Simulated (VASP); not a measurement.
# CdS (P6_3mc) in VASP: further runs

Runs on CdS. Level: PBE. Tasks: single point, relaxation of cell and atoms.

Program: VASP 6.6.1. These are calculated values, not measurements. Logs are shortened: lines on timing, memory, paths and dates and some standing lists are left out, and cuts for length are marked.

**Measured values to compare with.**

From “Isotope dependence of band-gap energy”, 2008, arxiv:0807.2152, for a bulk crystal of CdS: band gap 2.5809 ± 0.0002 eV.

How close the calculation comes is told below.

### 1 Starting point

The structure is hexagonal, space group P6_3mc (No. 186). The conventional cell has a = 4.197 Å, b = 4.197 Å, c = 6.829 Å, α = 90.00°, β = 90.00°, γ = 120.00°. Cd (site symmetry 3m) has 4 S at 2.57 Å as nearest neighbours. S (site symmetry 3m) has 4 Cd at 2.57 Å as nearest neighbours.

### 2 Single point, PBE

Contents of INCAR:

```
ALGO = Fast
EDIFF = 1E-6
ENCUT = 520
GGA = PE
ISIF = 2
ISMEAR = 0
LASPH = T
LCHARG = F
LREAL = F
LWAVE = F
NBANDS = 26
NELM = 100
PREC = Accurate
SIGMA = 0.02
```

Contents of KPOINTS:

```
k-points
0
Gamma
  9 9 4
```

Contents of POSCAR:

```
CdS
1.0
    4.1965615323      0.0000000000      0.0000000000
   -2.0982807661      3.6343288955      0.0000000000
    0.0000000000      0.0000000000      6.8288403312
Cd S
2 2
Direct
    0.3333333333      0.6666666667     -0.0007922370
    0.6666666667      0.3333333333      0.4992077630
    0.3333333333      0.6666666667      0.3757922370
    0.6666666667      0.3333333333      0.8757922370
```

Potentials or basis: VASP PAW PBE potentials, release 64 (Cd, S).

Launch:

```
cat potpaw_PBE.64/Cd/POTCAR potpaw_PBE.64/S/POTCAR > POTCAR
mpirun -np 1 vasp_std > vasp.out
```

OUTCAR:

```text
EDIFF = 1E-6
   ENCUT = 520
   GGA = PE
   ISIF = 2
   ISMEAR = 0
   LASPH = T
   LREAL = F
   NELM = 100
   PREC = Accurate

 ion  position               nearest neighbor table
   1  0.333  0.667  0.999-   4 2.57   4 2.57   4 2.57   3 2.57
   2  0.667  0.333  0.499-   3 2.57   3 2.57   3 2.57   4 2.57
   3  0.333  0.667  0.376-   2 2.57   2 2.57   2 2.57   1 2.57
   4  0.667  0.333  0.876-   1 2.57   1 2.57   1 2.57   2 2.57

  LATTYP: Found a hexagonal cell.
 ALAT       =     4.1965615323
 C/A-ratio  =     1.6272465633

  Lattice vectors:

 A1 = (   4.1965615323,   0.0000000000,   0.0000000000)
 A2 = (  -2.0982807661,   3.6343288955,   0.0000000000)
 A3 = (   0.0000000000,   0.0000000000,   6.8288403312)

Analysis of symmetry for initial positions (statically):
=====================================================================
 Subroutine PRICEL returns:
 Original cell was already a primitive cell.

 Routine SETGRP: Setting up the symmetry group for a
 hexagonal supercell.

 Subroutine GETGRP returns: Found 12 space group operations
 (whereof  6 operations were pure point group operations)
 out of a pool of 24 trial point group operations.

The static configuration has the point symmetry C_3v.
 The point group associated with its full space group is C_6v.

Analysis of symmetry for dynamics (positions and initial velocities):
=====================================================================
 Subroutine PRICEL returns:
 Original cell was already a primitive cell.

 Routine SETGRP: Setting up the symmetry group for a
 hexagonal supercell.

 Subroutine GETGRP returns: Found 12 space group operations
 (whereof  6 operations were pure point group operations)
 out of a pool of 24 trial point group operations.

The dynamic configuration has the point symmetry C_3v.
 The point group associated with its full space group is C_6v.

 Subroutine INISYM returns: Found 12 space group operations
 (whereof  6 operations are pure point group operations),
 and found     1 'primitive' translations

----------------------------------------------------------------------------------------

                                     Primitive cell

  volume of cell :     104.1513

  direct lattice vectors                    reciprocal lattice vectors
     4.196561532  0.000000000  0.000000000     0.238290322  0.137576982  0.000000000
    -2.098280766  3.634328895  0.000000000     0.000000000  0.275153963  0.000000000
     0.000000000  0.000000000  6.828840331     0.000000000  0.000000000  0.146437748

  length of vectors
     4.196561532  4.196561532  6.828840331     0.275153963  0.275153963  0.146437748

  position of ions in fractional coordinates (direct lattice)
     0.333333333  0.666666667  0.999207763
     0.666666667  0.333333333  0.499207763
     0.333333333  0.666666667  0.375792237
     0.666666667  0.333333333  0.875792237

  ion indices of the primitive-cell ions
   primitive index   ion index
                 1           1
                 2           2
                 3           3
                 4           4

----------------------------------------------------------------------------------------

 KPOINTS: k-points

Automatic generation of k-mesh.
 Grid dimensions read from file:
 generate k-points for:    9    9    4

 Generating k-lattice:

  Cartesian coordinates                     Fractional coordinates (reciprocal lattice)
     0.026476702  0.015286331  0.000000000     0.111111111 -0.000000000  0.000000000
     0.000000000  0.030572663  0.000000000     0.000000000  0.111111111  0.000000000
     0.000000000  0.000000000  0.036609437     0.000000000  0.000000000  0.250000000

  Length of vectors
     0.030572663  0.030572663  0.036609437

  Shift w.r.t. Gamma in fractional coordinates (k-lattice)
     0.000000000  0.000000000  0.000000000

 Subroutine IBZKPT returns following result:
 ===========================================

 Found     36 irreducible k-points:

 Following reciprocal coordinates:
            Coordinates               Weight
  0.000000  0.000000  0.000000      1.000000
  0.111111  0.000000  0.000000      6.000000
  0.222222  0.000000  0.000000      6.000000
  0.333333  0.000000  0.000000      6.000000
  0.444444  0.000000  0.000000      6.000000
  0.111111  0.111111  0.000000      6.000000
[... 16 lines left out ...]
  0.333333  0.222222  0.250000     24.000000
  0.333333  0.333333  0.250000      4.000000
 [... further k-points ...]
   k-points           NKPTS =     36   k-points in BZ     NKDIM =     36   number of bands    NBANDS=     26
   number of dos      NEDOS =    301   number of ions     NIONS =      4
   total plane-waves  NPLWV =  55296
   dimension x,y,z NGX =    32 NGY =   32 NGZ =   54
   dimension x,y,z NGXF=    64 NGYF=   64 NGZF=  108
   ions per type =               2   2
   NGX,Y,Z   is equivalent  to a cutoff of  12.68, 12.68, 13.15 a.u.
   NGXF,Y,Z  is equivalent  to a cutoff of  25.35, 25.35, 26.29 a.u.
 SYSTEM =  unknown system
   PREC   = accura    normal or accurate (medium, high low for compatibility)
   ISTART =      0    job   : 0-new  1-cont  2-samecut
   ICHARG =      2    charge: 1-file 2-atom 10-const
   ISPIN  =      1    spin polarized calculation?
   LNONCOLLINEAR =      F non collinear calculations
   LSORBIT =      F    spin-orbit coupling
   LASPH  =      T    aspherical Exc in radial PAW
   ENCUT  =  520.0 eV  38.22 Ry    6.18 a.u.   7.80  7.80 12.70*2*pi/ulx,y,z
   NELM   =    100;   NELMIN=  2; NELMDL= -5     # of ELM steps
   EDIFF  = 0.1E-05   stopping-criterion for ELM
   LREAL  =      F    real-space projection
   EDIFFG = 0.1E-04   stopping-criterion for IOM
   NSW    =      0    number of steps for IOM
   IBRION =     -1    ionic relax: 0-MD 1-quasi-New 2-CG
   NFREE  =      0    steps in history (QN), initial steepest desc. (CG)
   ISIF   =      2    stress and relaxation
   ISYM   =      2    0-nonsym 1-usesym 2-fastsym
   POTIM  = 0.5000    time-step for ionic-motion
   TEBEG  =    0.0;   TEEND  =   0.0 temperature during run
   PSTRESS=    0.0 pullay stress
   NELECT =      36.0000    total number of electrons
   NUPDOWN=      -1.0000    fix difference up-down
   EMIN   =  10.00;   EMAX   =-10.00  energy-range for DOS
   EFERMI =   0.00;   METHOD = LEGACY
   ISMEAR =     0;   SIGMA  =   0.02  broadening in eV -4-tet -1-fermi 0-gaus
   EFERMI_NEDOS =   21; number of points for ismear=-14 and -15
   IALGO  =     68    algorithm
   IMIX   =      4    mixing-type and parameters
     AMIX     =   0.40;   BMIX     =  1.00
     AMIX_MAG =   1.60;   BMIX_MAG =  1.00
  volume/ion in A,a.u.               =      26.04       175.71
  Fermi-wavevector in a.u.,A,eV,Ry     =   1.148914  2.171132 17.959727  1.320003
  Thomas-Fermi vector in A             =   2.285586
   LORBIT       =      0    0 simple, 1 ext, 2 COOP (PROOUT), +10 PAW based schemes
   GGA     = PE    functional components
   LHFCALC =     F    Hartree Fock is set to
   AEXX    =    0.0000 exact exchange contribution
   IVDW    =     0    specifies the selected vdW correction
   LEPSILON=     F    determine dielectric tensor
   LRPA    =     F    only Hartree local field effects (RPA)
 non-spin polarized calculation
 RMM-DIIS sequential band-by-band and
 Gauss-broadening in eV      SIGMA  =   0.02
  energy-cutoff  :      520.00
  volume of cell :      104.15
 maximum number of plane-waves:      2838
 NGX is ok and might be reduce to    32
   NGX = 15   NGY = 15   NGZ = 25

 number of electron      36.0000002 magnetization

 Free energy of the ion-electron system (eV)
  ---------------------------------------------------
  ext. energy  EPLUGINS =         0.00000000
  ---------------------------------------------------
  free energy    TOTEN  =       -12.29950917 eV

  energy without entropy =      -12.29950917  energy(sigma->0) =      -12.29950917

 E-fermi :   1.0084     XC(G=0):  -8.9191

 val. band max:        0.9111001341   @ k =   0.0000   0.0000   0.0000
 cond. band min:       2.0244790508   @ k =   0.0000   0.0000   0.0000
 fundamental gap:      1.1133789167
 Fermi energy:         1.0084122828

 k-point     1 :       0.0000    0.0000    0.0000
  band No.  band energies     occupation
      1     -11.1770      2.00000
      2     -10.7894      2.00000
      3      -6.6368      2.00000
      4      -6.6313      2.00000
      5      -6.6313      2.00000
      6      -6.5570      2.00000
[... 18 lines left out ...]
     25       8.4594      0.00000
     26       8.4639      0.00000

 k-point     2 :       0.1111    0.0000    0.0000
  band No.  band energies     occupation
      1     -11.1374      2.00000
      2     -10.7718      2.00000
      3      -6.6250      2.00000
      4      -6.6151      2.00000
      5      -6.5988      2.00000
      6      -6.5383      2.00000
[... 18 lines left out ...]
     25       8.3822      0.00000
     26       8.7127      0.00000

 k-point     3 :       0.2222    0.0000    0.0000
  band No.  band energies     occupation
      1     -11.0337      2.00000
      2     -10.7302      2.00000
      3      -6.5906      2.00000
      4      -6.5786      2.00000
      5      -6.5131      2.00000
      6      -6.4779      2.00000
[... 18 lines left out ...]
     25       8.6481      0.00000
     26       9.4225      0.00000

 k-point     4 :       0.3333    0.0000    0.0000
  band No.  band energies     occupation
      1     -10.9070      2.00000
      2     -10.6910      2.00000
      3      -6.5605      2.00000
      4      -6.5468      2.00000
      5      -6.4329      2.00000
      6      -6.4142      2.00000
[... 18 lines left out ...]
     25       9.2178      0.00000
     26       9.5959      0.00000

 k-point     5 :       0.4444    0.0000    0.0000
  band No.  band energies     occupation
      1     -10.8128      2.00000
      2     -10.6769      2.00000
      3      -6.5471      2.00000
      4      -6.5327      2.00000
      5      -6.3783      2.00000
      6      -6.3747      2.00000
[... 18 lines left out ...]
     25       9.2884      0.00000
     26      10.6167      0.00000

 k-point     6 :       0.1111    0.1111    0.0000
  band No.  band energies     occupation
      1     -11.0657      2.00000
      2     -10.7423      2.00000
      3      -6.5985      2.00000
      4      -6.5908      2.00000
      5      -6.5387      2.00000
      6      -6.5067      2.00000
[... 427 lines left out ...]
 k-point    21 :       0.4444    0.1111    0.2500
  band No.  band energies     occupation
      1     -10.7643      2.00000
      2     -10.6887      2.00000
      3      -6.5322      2.00000
      4      -6.5106      2.00000
      5      -6.4272      2.00000
      6      -6.3904      2.00000
[... 18 lines left out ...]
     25       9.1878      0.00000
     26      10.3503      0.00000

 k-point    22 :       0.2222    0.2222    0.2500
  band No.  band energies     occupation
      1     -10.8181      2.00000
      2     -10.7000      2.00000
      3      -6.5356      2.00000
      4      -6.5131      2.00000
      5      -6.4383      2.00000
      6      -6.4182      2.00000
[... 18 lines left out ...]
     25       8.8315      0.00000
     26       9.8455      0.00000

 k-point    23 :       0.3333    0.2222    0.2500
  band No.  band energies     occupation
      1     -10.7474      2.00000
      2     -10.6884      2.00000
      3      -6.5334      2.00000
      4      -6.4855      2.00000
      5      -6.4264      2.00000
      6      -6.3906      2.00000
[... 18 lines left out ...]
     25       9.4310      0.00000
     26      10.0555      0.00000

 k-point    24 :       0.3333    0.3333    0.2500
  band No.  band energies     occupation
      1     -10.7040      2.00000
      2     -10.7040      2.00000
      3      -6.5373      2.00000
      4      -6.4443      2.00000
      5      -6.4443      2.00000
      6      -6.3832      2.00000
[... 18 lines left out ...]
     25      10.1684      0.00000
     26      10.2007      0.00000

 [... further k-points ...]

------------------------ aborting loop because EDIFF is reached ----------------------------------------

  FORCE on cell =-STRESS in cart. coord.  units (eV):
  Direction    XX          YY          ZZ          XY          YZ          ZX
  --------------------------------------------------------------------------------------
  -------------------------------------------------------------------------------------
  Total        0.1882712      0.1882712      0.1894249      0.0000000     -0.0000000     -0.0000000
  in kB        2.8962072      2.8962072      2.9139550      0.0000000     -0.0000000     -0.0000000
  external PRESSURE =       2.9021231 kB  Pullay stress =       0.0000000 kB

 VOLUME and BASIS-vectors are now :
 -----------------------------------------------------------------------------
  energy-cutoff  :      520.00
  volume of cell :      104.15
      direct lattice vectors                 reciprocal lattice vectors
     4.196561532  0.000000000  0.000000000     0.238290322  0.137576982  0.000000000
    -2.098280766  3.634328895  0.000000000     0.000000000  0.275153963  0.000000000
     0.000000000  0.000000000  6.828840331     0.000000000  0.000000000  0.146437748

 POSITION                                       TOTAL-FORCE (eV/Angst)
 -----------------------------------------------------------------------------------
     -0.00000      2.42289      6.82343        -0.000000      0.000000      0.000380
      2.09828      1.21144      3.40901         0.000000      0.000000      0.000380
     -0.00000      2.42289      2.56623         0.000000     -0.000000     -0.000380
      2.09828      1.21144      5.98065        -0.000000      0.000000     -0.000380
 -----------------------------------------------------------------------------------
    total drift:                               -0.000000     -0.000000     -0.001038

  FREE ENERGIE OF THE ION-ELECTRON SYSTEM (eV)
  ---------------------------------------------------
  free  energy   TOTEN  =       -12.2995091735 eV

  energy  without entropy=      -12.2995091735  energy(sigma->0) =      -12.29950917
```

Run time: 54 s. Hardware: 1 thread of AMD EPYC 9R45 (Zen 5), shared host; peak memory 0.24 GiB.

Results:

```
Free energy            : -12.2995 eV
Pressure               : 0.3 GPa
Band gap on the k mesh : 1.11 eV, direct
```

### 3 Relaxation of cell and atoms, PBE

This run uses another cell than the first one, of 25.12 Å³/atom, 0.965 times its volume.

Contents of INCAR:

```
PREC = Accurate
ENCUT = 600
EDIFF = 1E-6
ISMEAR = 0
SIGMA = 0.02
LREAL = F
LASPH = T
NELM = 100
ALGO = Normal
ISIF = 3
LWAVE = F
LCHARG = F
GGA = PE
IBRION = 2
NSW = 100
EDIFFG = -0.005
```

Contents of KPOINTS:

```
Automatic mesh
0
Gamma
  9 9 4
```

Contents of POSCAR:

```
CdS
1.0
    4.1500000000      0.0000000000      0.0000000000
   -2.0750000000      3.5940054257      0.0000000000
    0.0000000000      0.0000000000      6.7370000000
Cd S
2 2
Direct
    0.3333333333      0.6666666667      0.0000000000
    0.6666666667      0.3333333333      0.5000000000
    0.3333333333      0.6666666667      0.3750000000
    0.6666666667      0.3333333333      0.8750000000
```

Potentials or basis: VASP PAW PBE potentials, release 64 (Cd, S).

Launch:

```
cat potpaw_PBE.64/Cd/POTCAR potpaw_PBE.64/S/POTCAR > POTCAR
mpirun -np 1 vasp_std > vasp.out
```

It took 3.6 min on 1 thread of AMD EPYC 9R45 (Zen 5), shared host; peak memory 0.28 GiB.

Results (log left out):

| Item | Value |
| --- | --- |
| Free energy | -12.2984 eV |
| Relaxed volume | 26.17 Å³/atom |
| Relaxed cell | a = 4.203 Å, b = 4.203 Å, c = 6.842 Å, α = 90.00°, β = 90.00°, γ = 120.00° |
| Space group after relaxing (to 0.05 Å) | P6_3mc (No. 186) |
| Energy gained by relaxing | 7.7 meV/atom |
| Ionic steps | 12 |
| Pressure after relaxing | 0.0 GPa |
| Largest force after relaxing | 0.004 eV/Å |
| Band gap on the k mesh | 1.10 eV, direct |

Forces in eV/Å, atoms in the order of the input:
```
Cd   0.000  0.000 -0.004
Cd   0.000  0.000 -0.004
S    0.000  0.000  0.004
S    0.000  0.000  0.004
```

Step by step:
```csv
step,energy change (eV),largest force (eV/Å),pressure (GPa),volume (Å³)
1,0.0000,0.0696,2.38,100.48
2,-0.0279,0.0022,-0.67,106.01
3,-0.0307,0.0149,-0.01,104.66
4,-0.0307,0.0159,0.00,104.57
5,-0.0308,0.0076,0.05,104.56
6,-0.0308,0.0041,0.05,104.55
7,-0.0308,0.0004,0.00,104.65
8,-0.0308,0.0001,0.00,104.64
9,-0.0308,0.0013,-0.03,104.69
10,-0.0308,0.0012,-0.02,104.70
11,-0.0308,0.0021,-0.04,104.72
12,-0.0308,0.0037,0.00,104.68
```

Final structure:
```
CELL_PARAMETERS angstrom
4.20315 0.00000 0.00000
-2.10157 3.64003 0.00000
0.00000 0.00000 6.84196
ATOMIC_POSITIONS crystal
Cd 0.33333 0.66667 0.99931
Cd 0.66667 0.33333 0.49931
S 0.33333 0.66667 0.37569
S 0.66667 0.33333 0.87569
```

Levels at points of the mesh, in eV from the valence-band top:
```
           k point  band 15  band 16  band 17  band 18  band 19  band 20  band 21  band 22
(0.00, 0.00, 0.00)    -0.69    -0.04     0.00     0.00     1.10     2.73     6.48     6.48
(0.00, 0.00, 0.50)    -0.36    -0.36    -0.36    -0.36     2.75     2.75     6.13     6.13
```

PBE usually gives volumes a little too large and moduli too small. Zero-point motion and thermal expansion aren't in these numbers.

### 4 Single point, PBE

This run uses another cell than the first one, of 25.12 Å³/atom, 0.965 times its volume.

Contents of INCAR:

```
PREC = Accurate
ENCUT = 520
EDIFF = 1E-6
ISMEAR = 0
SIGMA = 0.1
LREAL = False
LASPH = True
NELM = 100
ALGO = Fast
ISIF = 2
LWAVE = False
LCHARG = False
GGA = PE
NBANDS = 26
```

Contents of KPOINTS:

```
regular mesh
0
Gamma
  6 6 4
```

POSCAR is that of step 3.

Launch:

```
cat potpaw_PBE.64/Cd/POTCAR potpaw_PBE.64/S/POTCAR > POTCAR
mpirun -np 1 vasp_std > vasp.out
```

Run time: 24 s. Hardware: 1 thread of AMD EPYC 9R45 (Zen 5), shared host; peak memory 0.2 GiB.

It converged, with:

```
Free energy            : -12.2657 eV
Pressure               : 2.4 GPa
Largest force          : 0.069 eV/Å
Band gap on the k mesh : 1.20 eV, direct
```

Forces on the atoms (eV/Å):
```
Cd   0.000  0.000 -0.069
Cd   0.000  0.000 -0.069
S    0.000  0.000  0.069
S    0.000  0.000  0.069
```

Stress tensor (GPa, compression positive):
```
2.20 0.00 0.00
0.00 2.20 0.00
0.00 0.00 2.85
```

Levels at points of the mesh, in eV from the valence-band top:
| k point | band 16 | band 17 | band 18 | band 19 | band 20 | band 21 |
| --- | --- | --- | --- | --- | --- | --- |
| (0.00, 0.00, 0.00) | -0.04 | 0.00 | 0.00 | 1.20 | 2.79 | 6.47 |
| (0.50, 0.00, 0.00) | -1.85 | -1.28 | -0.73 | 3.71 | 3.88 | 5.11 |
| (0.00, 0.00, 0.50) | -0.39 | -0.39 | -0.39 | 2.84 | 2.84 | 6.20 |
| (0.50, 0.00, 0.50) | -1.32 | -1.31 | -1.31 | 3.48 | 3.48 | 5.39 |

### 5 Summary

| task | cell | k mesh | cutoff (eV) | smearing | gap on the mesh (eV) | pressure (GPa) |
| --- | --- | --- | --- | --- | --- | --- |
| single point | P6_3mc, 26.04 Å³/atom | 9 × 9 × 4 | 520 | gaussian 0.02 eV | 1.11 | 0.3 |
| relaxation of cell and atoms | relaxed | 9 × 9 × 4 | 600 | gaussian 0.02 eV | 1.10 | 0.0 |
| single point | P6_3mc, 25.12 Å³/atom | 6 × 6 × 4 | 520 | gaussian 0.1 eV | 1.20 | 2.4 |

Alike in all rows: level PBE; potentials or basis VASP PAW PBE potentials, release 64 (Cd, S); no spin polarisation.

Total energies depend on the potentials used, so only differences within one code and one set of settings carry meaning.

### 6 Comparison with measurements

Step 2. A measured gap of CdS is 2.5809 eV (quoted in “Isotope dependence of band-gap energy”, 2008, arxiv:0807.2152); the calculated 1.11 eV misses it by -1.47 eV. So large a miss can be the level of theory's own, or it may mean another phase, state or a wrong row. Spin-orbit coupling on Cd is left out. The value is that of PBE, without temperature or zero-point motion. Semilocal functionals fall short of measured gaps as a rule.

Step 4. Measured gap of CdS: 2.5809 eV (quoted in “Isotope dependence of band-gap energy”, 2008, arxiv:0807.2152). This calculation gives 1.20 eV (-1.38 eV). So large a miss can be the level of theory's own, or it may mean another phase, state or a wrong row. Spin-orbit coupling on Cd is left out. The value is that of PBE, without temperature or zero-point motion. Semilocal functionals fall short of measured gaps as a rule.
